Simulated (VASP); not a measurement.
# PbSe (Clausthalite) (Fm-3m) in VASP: further runs, part 2 of 2

VASP 6.6.1. Earlier steps stand in the parts before.

### 3 Relaxation of the atoms, PBE

File INCAR:

```
  PREC = Accurate
  ENCUT = 300
  EDIFF = 1E-7
  ISMEAR = 0
  SIGMA = 0.03
  LREAL = F
  LASPH = T
  NELM = 80
  ALGO = Normal
  ISIF = 2
  LWAVE = F
  LCHARG = F
  GGA = PE
  IBRION = 2
  NSW = 40
  EDIFFG = -0.01
```

File KPOINTS:

```
Automatic mesh
0
Gamma
  4 4 4
```

File POSCAR:

```
PbSe                                    
1.0
    0.0000000000      3.1027127606      3.1027127606
    3.1027127606      0.0000000000      3.1027127606
    3.1027127606      3.1027127606      0.0000000000
  Pb              Se            
     1     1
Direct
     0.0000000000000000    0.0000000000000000    0.0000000000000000
     0.5000000000000000    0.5000000000000000    0.5000000000000000
```

Potentials or basis: VASP PAW PBE potentials, release 64 (Pb, Se).

Command:

```
cat potpaw_PBE.64/Pb/POTCAR potpaw_PBE.64/Se/POTCAR > POTCAR
mpirun -np 1 vasp_std > vasp.out
```

OUTCAR:

```text
PREC = Accurate
   ENCUT = 300
   EDIFF = 1E-7
   ISMEAR = 0
   LREAL = F
   LASPH = T
   NELM = 80
   ISIF = 2
   GGA = PE
   IBRION = 2
   NSW = 40
   EDIFFG = -0.01

 ion  position               nearest neighbor table
   1  0.000  0.000  0.000-   2 3.10   2 3.10   2 3.10   2 3.10   2 3.10   2 3.10
   2  0.500  0.500  0.500-   1 3.10   1 3.10   1 3.10   1 3.10   1 3.10   1 3.10

  LATTYP: Found a face centered cubic cell.
 ALAT       =     6.2054255212

  Lattice vectors:

 A1 = (   0.0000000000,   3.1027127606,   3.1027127606)
 A2 = (   3.1027127606,   0.0000000000,   3.1027127606)
 A3 = (   3.1027127606,   3.1027127606,   0.0000000000)

Analysis of symmetry for initial positions (statically):
=====================================================================
 Subroutine PRICEL returns:
 Original cell was already a primitive cell.

 Routine SETGRP: Setting up the symmetry group for a
 face centered cubic supercell.

 Subroutine GETGRP returns: Found 48 space group operations
 (whereof 48 operations were pure point group operations)
 out of a pool of 48 trial point group operations.

The static configuration has the point symmetry O_h .

Analysis of symmetry for dynamics (positions and initial velocities):
=====================================================================
 Subroutine PRICEL returns:
 Original cell was already a primitive cell.

 Routine SETGRP: Setting up the symmetry group for a
 face centered cubic supercell.

 Subroutine GETGRP returns: Found 48 space group operations
 (whereof 48 operations were pure point group operations)
 out of a pool of 48 trial point group operations.

The dynamic configuration has the point symmetry O_h .

 Subroutine INISYM returns: Found 48 space group operations
 (whereof 48 operations are pure point group operations),
 and found     1 'primitive' translations

----------------------------------------------------------------------------------------

                                     Primitive cell

  volume of cell :      59.7386
[... 100 lines left out ...]
   IVDW    =     0    specifies the selected vdW correction
   LEPSILON=     F    determine dielectric tensor
   LRPA    =     F    only Hartree local field effects (RPA)
 conjugate gradient relaxation of ions
 non-spin polarized calculation
 Gauss-broadening in eV      SIGMA  =   0.03
  energy-cutoff  :      300.00
  volume of cell :       59.74
 maximum number of plane-waves:       725
 NGX is ok and might be reduce to    28
   NGX = 13   NGY = 13   NGZ = 13

 number of electron      10.0000001 magnetization

 Free energy of the ion-electron system (eV)
  ---------------------------------------------------
  ext. energy  EPLUGINS =         0.00000000
  ---------------------------------------------------
  free energy    TOTEN  =        -8.21947040 eV

  energy without entropy =       -8.21947040  energy(sigma->0) =       -8.21947040

 E-fermi :   3.5305     XC(G=0):  -9.2630

 val. band max:        3.3541522102   @ k =   0.5000   0.0000   0.0000
 cond. band min:       3.7750173176   @ k =   0.5000   0.0000   0.0000
 fundamental gap:      0.4208651074
 Fermi energy:         3.5305387236

 k-point     1 :       0.0000    0.0000    0.0000
  band No.  band energies     occupation
      1      -9.8646      2.00000
      2      -2.9851      2.00000
      3       1.6951      2.00000
      4       1.6951      2.00000
      5       1.6951      2.00000
      6       8.0048      0.00000
      7       8.0048      0.00000
      8       8.0048      0.00000
      9       9.9545      0.00000
[... 73 lines left out ...]
 k-point     8 :      -0.2500    0.5000    0.2500
  band No.  band energies     occupation
      1      -8.6395      2.00000
      2      -4.4955      2.00000
      3      -0.5432      2.00000
      4      -0.5432      2.00000
      5       2.6661      2.00000
      6       5.3057      0.00000
      7       8.3064      0.00000
      8       8.3064      0.00000
      9      11.0044      0.00000

------------------------ aborting loop because EDIFF is reached ----------------------------------------

  FORCE on cell =-STRESS in cart. coord.  units (eV):
  Direction    XX          YY          ZZ          XY          YZ          ZX
  --------------------------------------------------------------------------------------
  -------------------------------------------------------------------------------------
  Total        0.0024313      0.0024313      0.0024313     -0.0000000      0.0000000      0.0000000
  in kB        0.0652057      0.0652057      0.0652057     -0.0000000      0.0000000      0.0000000
  external PRESSURE =       0.0652057 kB  Pullay stress =       0.0000000 kB

 VOLUME and BASIS-vectors are now :
 -----------------------------------------------------------------------------
  energy-cutoff  :      300.00
  volume of cell :       59.74
      direct lattice vectors                 reciprocal lattice vectors
     0.000000000  3.102712761  3.102712761    -0.161149303  0.161149303  0.161149303
     3.102712761  0.000000000  3.102712761     0.161149303 -0.161149303  0.161149303
     3.102712761  3.102712761  0.000000000     0.161149303  0.161149303 -0.161149303

 POSITION                                       TOTAL-FORCE (eV/Angst)
 -----------------------------------------------------------------------------------
      0.00000      0.00000      0.00000         0.000000     -0.000000      0.000000
      3.10271      3.10271      3.10271        -0.000000      0.000000     -0.000000
 -----------------------------------------------------------------------------------
    total drift:                                0.000000      0.000000      0.000000

  FREE ENERGIE OF THE ION-ELECTRON SYSTEM (eV)
  ---------------------------------------------------
  free  energy   TOTEN  =        -8.2194704024 eV

  energy  without entropy=       -8.2194704024  energy(sigma->0) =       -8.21947040

 reached required accuracy - stopping structural energy minimisation
```

OSZICAR:

```text
N       E                     dE             d eps       ncg     rms          rms(c)
DAV:   1     0.294911990889E+02    0.29491E+02   -0.30307E+03   144   0.569E+02
DAV:   2    -0.725534756879E+01   -0.36747E+02   -0.36616E+02   242   0.109E+02
DAV:   3    -0.853070399540E+01   -0.12754E+01   -0.12746E+01   178   0.260E+01
DAV:   4    -0.853802279026E+01   -0.73188E-02   -0.73182E-02   180   0.225E+00
DAV:   5    -0.853807007649E+01   -0.47286E-04   -0.47286E-04   177   0.156E-01    0.771E+00
DAV:   6    -0.822215898102E+01    0.31591E+00   -0.11439E+00   145   0.444E+00    0.466E+00
DAV:   7    -0.821753364052E+01    0.46253E-02   -0.20017E-01   149   0.218E+00    0.262E+00
DAV:   8    -0.821923605374E+01   -0.17024E-02   -0.19586E-02   147   0.759E-01    0.577E-01
DAV:   9    -0.821941681408E+01   -0.18076E-03   -0.12583E-03   161   0.211E-01    0.201E-01
DAV:  10    -0.821946217264E+01   -0.45359E-04   -0.20366E-04   146   0.954E-02    0.113E-02
DAV:  11    -0.821946853713E+01   -0.63645E-05   -0.22285E-05   158   0.311E-02    0.317E-02
DAV:  12    -0.821947022442E+01   -0.16873E-05   -0.45320E-06   155   0.113E-02    0.179E-02
DAV:  13    -0.821947034632E+01   -0.12190E-06   -0.75805E-07   146   0.590E-03    0.869E-04
DAV:  14    -0.821947040244E+01   -0.56122E-07   -0.14745E-08    91   0.101E-03
   1 F= -.82194704E+01 E0= -.82194704E+01  d E =-.821947E+01
```

CONTCAR:

```text
PbSe
   1.00000000000000
     0.0000000000000000    3.1027127605999998    3.1027127605999998
     3.1027127605999998    0.0000000000000000    3.1027127605999998
     3.1027127605999998    3.1027127605999998    0.0000000000000000
  Pb              Se
     1     1
Direct
     0.0000000000000000    0.0000000000000000    0.0000000000000000
     0.5000000000000000    0.5000000000000000    0.5000000000000000

  0.00000000E+00  0.00000000E+00  0.00000000E+00
  0.00000000E+00  0.00000000E+00  0.00000000E+00
```

Wall time 6.1 s (1 thread of AMD EPYC 7R13 (Zen 3), shared host); peak memory 0.12 GiB.

What came out:

```yaml
Free_energy: -8.2195 eV
Pressure_after_relaxing: 0.0 GPa
Band_gap_on_the_k_mesh: 0.42 eV, direct
```

Final structure:
```
Pb Se
1.0
     0.00000    3.10271    3.10271
     3.10271    0.00000    3.10271
     3.10271    3.10271    0.00000
Pb Se
1 1
Direct
  0.00000 0.00000 0.00000
  0.50000 0.50000 0.50000
```

Caveat: the k mesh is coarse (spacing up to 0.44 Å⁻¹), so the values aren't converged; the relaxation stopped at its first step, so nothing moved; spin-orbit coupling is left out, which as a rule narrows the gap of such compounds by several tenths of an eV. A k mesh can miss the band edges.

### 4 Relaxation of the atoms, PBE (a relaxed cell with its volume scaled by 1.02)

INCAR is that of step 3.

KPOINTS is that of step 3.

File POSCAR:

```
PbSe                                    
1.0
    0.0000000000      3.1232611261      3.1232611261
    3.1232611261      0.0000000000      3.1232611261
    3.1232611261      3.1232611261      0.0000000000
  Pb              Se            
     1     1
Direct
     0.0000000000000000    0.0000000000000000    0.0000000000000000
     0.5000000000000000    0.5000000000000000    0.5000000000000000
```

Command:

```
cat potpaw_PBE.64/Pb/POTCAR potpaw_PBE.64/Se/POTCAR > POTCAR
mpirun -np 1 vasp_std > vasp.out
```

Run time: 5.9 s. Hardware: 1 thread of AMD EPYC 7R13 (Zen 3), shared host; peak memory 0.12 GiB.

It converged, with:

```yaml
Free_energy: -8.2161 eV
Pressure_after_relaxing: -0.9 GPa
Band_gap_on_the_k_mesh: 0.48 eV, direct
```

Final structure:
```yaml
crystal:
  lattice:
    - [0.00000, 3.12326, 3.12326]
    - [3.12326, 0.00000, 3.12326]
    - [3.12326, 3.12326, 0.00000]
  atoms:
    - { symbol: Pb, position: [0.00000, 0.00000, 0.00000] }
    - { symbol: Se, position: [0.50000, 0.50000, 0.50000] }
```

Levels at points of the mesh, in eV from the valence-band top:
| k point | band 1 | band 2 | band 3 | band 4 | band 5 | band 6 | band 7 | band 8 | band 9 |
| --- | --- | --- | --- | --- | --- | --- | --- | --- | --- |
| (0.00, 0.00, 0.00) | -13.05 | -6.36 | -1.56 | -1.56 | -1.56 | 4.62 | 4.62 | 4.62 | 6.65 |
| (0.50, 0.00, 0.00) | -12.12 | -8.45 | -1.21 | -1.21 | 0.00 | 0.48 | 1.86 | 1.86 | 8.45 |
| (0.50, 0.50, 0.00) | -11.94 | -7.26 | -4.44 | -2.82 | -2.82 | 3.99 | 5.42 | 5.42 | 5.84 |

Caveat: the k mesh is coarse (spacing up to 0.44 Å⁻¹), so the values aren't converged; the relaxation stopped at its first step, so nothing moved; spin-orbit coupling is left out, which as a rule narrows the gap of such compounds by several tenths of an eV.

### 5 Relaxation of the atoms, PBE (a relaxed cell with its volume scaled by 1.04)

INCAR is that of step 4.

KPOINTS is that of step 4.

File POSCAR:

```
PbSe                                    
1.0
    0.0000000000      3.1435426108      3.1435426108
    3.1435426108      0.0000000000      3.1435426108
    3.1435426108      3.1435426108      0.0000000000
  Pb              Se            
     1     1
Direct
     0.0000000000000000    0.0000000000000000    0.0000000000000000
     0.5000000000000000    0.5000000000000000    0.5000000000000000
```

Command:

```
cat potpaw_PBE.64/Pb/POTCAR potpaw_PBE.64/Se/POTCAR > POTCAR
mpirun -np 1 vasp_std > vasp.out
```

It took 6.3 s on 1 thread of AMD EPYC 7R13 (Zen 3), shared host; peak memory 0.12 GiB.

The run converged. Its results:

| Quantity | Value |
| --- | --- |
| Free energy | -8.2062 eV |
| Pressure after relaxing | -1.7 GPa |
| Band gap on the k mesh | 0.53 eV, direct |

Final structure:
```
CELL_PARAMETERS angstrom
0.00000 3.14354 3.14354
3.14354 0.00000 3.14354
3.14354 3.14354 0.00000
ATOMIC_POSITIONS crystal
Pb 0.00000 0.00000 0.00000
Se 0.50000 0.50000 0.50000
```

Levels at points of the mesh, in eV from the valence-band top:
```tsv
k point	band 2	band 3	band 4	band 5	band 6	band 7	band 8	band 9
(0.00, 0.00, 0.00)	-6.38	-1.47	-1.47	-1.47	4.58	4.58	4.58	6.70
(0.50, 0.00, 0.00)	-8.35	-1.13	-1.13	0.00	0.53	1.90	1.90	8.44
(0.50, 0.50, 0.00)	-7.22	-4.28	-2.69	-2.69	4.08	5.36	5.36	5.76
```

Caveat: the k mesh is coarse (spacing up to 0.43 Å⁻¹), so the values aren't converged; the relaxation stopped at its first step, so nothing moved; spin-orbit coupling is left out, which as a rule narrows the gap of such compounds by several tenths of an eV. A k mesh can miss the band edges.

### 6 Relaxation of the atoms, PBE (a relaxed cell with its volume scaled by 1.06)

INCAR is that of step 5.

KPOINTS is that of step 5.

File POSCAR:

```
PbSe                                    
1.0
    0.0000000000      3.1635657150      3.1635657150
    3.1635657150      0.0000000000      3.1635657150
    3.1635657150      3.1635657150      0.0000000000
  Pb              Se            
     1     1
Direct
     0.0000000000000000    0.0000000000000000    0.0000000000000000
     0.5000000000000000    0.5000000000000000    0.5000000000000000
```

Potentials or basis: VASP PAW PBE potentials, release 64 (Pb, Se).

Command:

```
cat potpaw_PBE.64/Pb/POTCAR potpaw_PBE.64/Se/POTCAR > POTCAR
mpirun -np 1 vasp_std > vasp.out
```

Wall time 5.8 s (1 thread of AMD EPYC 7R13 (Zen 3), shared host); peak memory 0.12 GiB.

Results (log left out):

```yaml
Free_energy: -8.1906 eV
Pressure_after_relaxing: -2.5 GPa
Band_gap_on_the_k_mesh: 0.58 eV, direct
```

Final structure:
```xyz
2
Lattice="0.0000 3.1636 3.1636 3.1636 0.0000 3.1636 3.1636 3.1636 0.0000" Properties=species:S:1:pos:R:3 pbc="T T T"
Pb    0.0000    0.0000    0.0000
Se    3.1636    3.1636    3.1636
```

Levels at points of the mesh, in eV from the valence-band top:
```
           k point  band 1  band 2  band 3  band 4  band 5  band 6  band 7  band 8  band 9
(0.00, 0.00, 0.00)  -12.74   -6.40   -1.38   -1.38   -1.38    4.54    4.54    4.54    6.75
(0.50, 0.00, 0.00)  -11.89   -8.25   -1.05   -1.05    0.00    0.58    1.94    1.94    8.43
(0.50, 0.50, 0.00)  -11.74   -7.19   -4.13   -2.58   -2.58    4.16    5.30    5.30    5.69
```

Caveat: the k mesh is coarse (spacing up to 0.43 Å⁻¹), so the values aren't converged; the relaxation stopped at its first step, so nothing moved; spin-orbit coupling is left out, which as a rule narrows the gap of such compounds by several tenths of an eV. A k mesh can miss the band edges.

### 7 Overview

| cell | gap on the mesh (eV) | pressure (GPa) |
| --- | --- | --- |
| atoms relaxed from: a relaxed cell with its volume scaled by 0.98 | 0.36 | 1.0 |
| atoms relaxed | 0.42 | 0.0 |
| atoms relaxed from: a relaxed cell with its volume scaled by 1.02 | 0.48 | -0.9 |
| atoms relaxed from: a relaxed cell with its volume scaled by 1.04 | 0.53 | -1.7 |
| atoms relaxed from: a relaxed cell with its volume scaled by 1.06 | 0.58 | -2.5 |

Alike in all rows: task relaxation of the atoms; level PBE; potentials or basis VASP PAW PBE potentials, release 64 (Pb, Se); no spin polarisation; k mesh 4 × 4 × 4; cutoff (eV) 300; smearing gaussian 0.03 eV; the mesh is coarse, so values aren't converged.

Caveats: all runs use coarse meshes; the relaxation stopped at its first step, so nothing moved; spin-orbit coupling is left out, which as a rule narrows the gap of such compounds by several tenths of an eV.

Total energies depend on the potentials used, so only differences within one code and one set of settings carry meaning.
